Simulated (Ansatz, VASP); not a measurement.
## Cu in VASP and in Ansatz

```
CELL_PARAMETERS angstrom
2.53410 0.00000 0.00000
-1.26705 2.19459 0.00000
0.00000 0.00000 4.11257
ATOMIC_POSITIONS crystal
Cu 0.33333 0.66667 0.25000
Cu 0.66667 0.33333 0.75000
```

This isn't the form of Cu at room conditions, which is fcc.

Alike in both runs: task single point; functional LDA; k mesh 21 × 21 × 12; occupations gaussian, width 0.15 eV; no spin polarisation.

|  | VASP | Ansatz |
| --- | --- | --- |
| version | VASP 6.6.1 | Ansatz 0.2.0 |
| potentials or method | VASP PAW LDA potentials, release 64 (Cu) | scalar-relativistic, plane waves, PAW |
| plane-wave cutoff (eV) | 520 | 420 |
| valence electrons in the cell | 22 | 38 |

Ansatz gave:

```
gap on the k mesh at the Fermi level (eV)       : none
pressure (GPa)                                  : -8.1
largest component of the traceless stress (GPa) : 1.80
```

**Question.** Which values does VASP return?

**Answer.** gap on the k mesh at the Fermi level (eV): none; pressure (GPa): -7.4; largest component of the traceless stress (GPa): 1.76.

A gap of «none» marks a metal or a gap that the smearing closes. The two sets of potentials don't hold the same shells in valence.
